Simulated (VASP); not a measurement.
Runs of VASP 6.6.1 on As. The structure is cubic, space group Pm-3m (No. 221). The conventional cell has a = 2.704 Å, b = 2.704 Å, c = 2.704 Å, α = 90.00°, β = 90.00°, γ = 90.00°. Around As (site symmetry m-3m) lie 6 As at 2.70 Å. This isn't the form of As at room conditions, which is rhombohedral.

| level | gap on the mesh (eV) | pressure (GPa) | relaxed volume (Å³/atom) |
| --- | --- | --- | --- |
| PW91 | none | 0.0 | (a) |
| AM05 | none | 0.0 | (b) |
| revPBE | none | 0.0 | 20.60 |
| SCAN | none | 0.0 | 19.47 |
| optB88-vdW | none | 0.0 | 20.71 |

Alike in all rows: task relaxation of cell and atoms; potentials or basis VASP PAW PBE potentials, release 64 (As); no spin polarisation; cell relaxed; k mesh 10 × 10 × 10; cutoff (eV) 600; smearing fermi-dirac 0.05 eV.

Problem. Estimate the missing entries.

Solution. (a) 20.40; (b) 19.38.

Caveats: the PAW data sets were made with another functional, which shifts forces and pressure a little.

A k mesh can miss the band edges, and the runs leave out spin-orbit coupling on As.

A gap of «none» marks a metal or a gap under the smearing width.

Runs at the PBE level aren't shown here.
